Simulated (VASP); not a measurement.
# A VASP 6.6.1 single-point calculation on CaO

INCAR

```
ENCUT = 520
SIGMA = 0.02
PREC = Accurate
EDIFF = 1E-7
NSW = 0
GGA = PE
LREAL = .FALSE.
NBANDS = 15
NELM = 120
LWAVE = .FALSE.
LCHARG = .FALSE.
IBRION = -1
LASPH = .TRUE.
AMIX = 0.8
ALGO = VeryFast
ISMEAR = -1
ISIF = 2
```

KPOINTS

```
KPOINTS created by Atomic Simulation Environment
0
Gamma
10 10 10
0 0 0
```

POSCAR

```
Ca O
 1.0000000000000000
    -0.0000000000000000    2.3975501229068663    2.3975501229068663
     2.3975501229068663   -0.0000000000000000    2.3975501229068663
     2.3975501229068663    2.3975501229068663   -0.0000000000000000
 Ca  O
   1   1
Cartesian
  0.0000000000000000  0.0000000000000000  0.0000000000000000
  2.3975501229068663  2.3975501229068663  2.3975501229068663
```

The recommended PBE PAW datasets give the neutral cell 16 valence electrons.

Command

```
mpirun -np 1 vasp_std
```

OSZICAR

```
N       E                     dE             d eps       ncg     rms          rms(c)
RMM:   1     0.124608850081E+03    0.12461E+03   -0.61569E+03   705   0.878E+02
RMM:   2     0.680990196959E+01   -0.11780E+03   -0.14272E+03   705   0.232E+02
RMM:   3    -0.481799915715E+01   -0.11628E+02   -0.22024E+02   705   0.922E+01
RMM:   4    -0.126743566591E+02   -0.78564E+01   -0.52243E+01   705   0.507E+01
RMM:   5    -0.139796705021E+02   -0.13053E+01   -0.10660E+01   705   0.232E+01
RMM:   6    -0.142778493934E+02   -0.29818E+00   -0.26739E+00   705   0.121E+01
RMM:   7    -0.143837270167E+02   -0.10588E+00   -0.10280E+00   705   0.713E+00
RMM:   8    -0.144377257187E+02   -0.53999E-01   -0.52933E-01   705   0.505E+00
RMM:   9    -0.144781030290E+02   -0.40377E-01   -0.40065E-01  2541   0.366E+00
RMM:  10    -0.144991787929E+02   -0.21076E-01   -0.18215E-01  2700   0.180E+00
...
RMM:  21    -0.127976917932E+02   -0.17523E-04   -0.15176E-04  2660   0.578E-02    0.262E-03
RMM:  22    -0.127976995861E+02   -0.77930E-05   -0.61384E-05  2696   0.365E-02    0.944E-04
RMM:  23    -0.127977031576E+02   -0.35715E-05   -0.28089E-05  2624   0.246E-02    0.471E-04
RMM:  24    -0.127977049682E+02   -0.18106E-05   -0.13016E-05  2506   0.163E-02    0.789E-04
RMM:  25    -0.127977058342E+02   -0.86605E-06   -0.62672E-06  2309   0.113E-02    0.371E-04
RMM:  26    -0.127977063098E+02   -0.47555E-06   -0.31820E-06  2166   0.801E-03    0.298E-04
RMM:  27    -0.127977065639E+02   -0.25411E-06   -0.16893E-06  2043   0.577E-03    0.765E-05
RMM:  28    -0.127977066915E+02   -0.12763E-06   -0.89213E-07  1876   0.415E-03    0.396E-05
RMM:  29    -0.127977067582E+02   -0.66696E-07   -0.49304E-07  1723   0.308E-03
   1 F= -.12797707E+02 E0= -.12797707E+02  d E =-.227750E-10
```

From OUTCAR

```
k-points           NKPTS =     47   k-points in BZ     NKDIM =     47   number of bands    NBANDS=     15

   NELECT =      16.0000    total number of electrons

   dimension x,y,z NGX =    28 NGY =   28 NGZ =   28
   dimension x,y,z NGXF=    56 NGYF=   56 NGZF=   56

  energy-cutoff  :      520.00
  volume of cell :       27.56
      direct lattice vectors                 reciprocal lattice vectors
     0.000000000  2.397550123  2.397550123    -0.208546214  0.208546214  0.208546214
     2.397550123  0.000000000  2.397550123     0.208546214 -0.208546214  0.208546214
     2.397550123  2.397550123  0.000000000     0.208546214  0.208546214 -0.208546214

 k-points in reciprocal lattice and weights: KPOINTS created by Atomic Simulation Env
   0.00000000  0.00000000  0.00000000       0.001
   0.10000000  0.00000000  0.00000000       0.008
   0.20000000  0.00000000  0.00000000       0.008
   0.30000000  0.00000000  0.00000000       0.008
   0.40000000  0.00000000  0.00000000       0.008
   0.50000000  0.00000000  0.00000000       0.004
   0.10000000  0.10000000  0.00000000       0.006
   0.20000000  0.10000000  0.00000000       0.024
   ...

 E-fermi :   2.7604

 k-point     1 :       0.0000    0.0000    0.0000
  band No.  band energies     occupation
      1     -35.2177      2.00000
      2     -15.9765      2.00000
      3     -15.9765      2.00000
      4     -15.9765      2.00000
      5     -13.1563      2.00000
      6       2.3898      2.00000
      7       2.3898      2.00000
      8       2.3898      2.00000
      9       7.1607      0.00000
     10       8.6329      0.00000
     11       8.6329      0.00000
     12       8.6329      0.00000
     13      10.1490      0.00000
     14      10.1490      0.00000
     15      17.5065      0.00000

 k-point     2 :       0.1000    0.0000    0.0000
  band No.  band energies     occupation
      1     -35.2077      2.00000
      2     -16.1229      2.00000
      3     -15.9818      2.00000
      4     -15.9818      2.00000
      5     -13.0033      2.00000
      6       2.0277      2.00000
      7       2.2487      2.00000
      8       2.2487      2.00000
      9       7.6191      0.00000
     10       8.6001      0.00000
     11       8.8055      0.00000
     12       8.8055      0.00000
     13      10.3921      0.00000
     14      10.3921      0.00000
     15      17.9091      0.00000

 k-point     3 :       0.2000    0.0000    0.0000
  band No.  band energies     occupation
      1     -35.1813      2.00000
      2     -16.4529      2.00000
      3     -15.9956      2.00000
      4     -15.9956      2.00000
      5     -12.6550      2.00000
      6       1.2530      2.00000
      7       1.9107      2.00000
      8       1.9107      2.00000
      9       8.5266      0.00000
     10       8.7671      0.00000
     11       9.2821      0.00000
     12       9.2821      0.00000
     13      11.0220      0.00000
     14      11.0220      0.00000
     15      18.5255      0.00000

 ...

  Total        0.5296400      0.5296400      0.5296400      0.0000000      0.0000000      0.0000000
  in kB       30.7863543     30.7863543     30.7863543      0.0000000      0.0000000      0.0000000
  external PRESSURE =      30.7863543 kB  Pullay stress =       0.0000000 kB

 POSITION                                       TOTAL-FORCE (eV/Angst)
 -----------------------------------------------------------------------------------
      0.00000      0.00000      0.00000         0.000000      0.000000     -0.000000
      2.39755      2.39755      2.39755        -0.000000     -0.000000      0.000000
 -----------------------------------------------------------------------------------
    total drift:                                0.000000      0.000000      0.000000

  FREE ENERGIE OF THE ION-ELECTRON SYSTEM (eV)
  ---------------------------------------------------
  free  energy   TOTEN  =       -12.7977067582 eV

  energy  without entropy=      -12.7977067582  energy(sigma->0) =      -12.79770676
```

It converged. Results: gap between bands v and c on the k mesh 3.63 eV; least direct gap on the k mesh 4.01 eV; pressure 3.1 GPa. Band v is the last that the valence electrons fill when counted band by band, and c is the next.

For comparison, a separate PBE run of the intended cell, on usual settings and not on those above, gives a gap of 3.63 eV on its mesh and a pressure of 3.1 GPa.

The run above took about 27 s on one core of a shared host (Intel Xeon 6975P-C) and held 0.16 GiB at most.
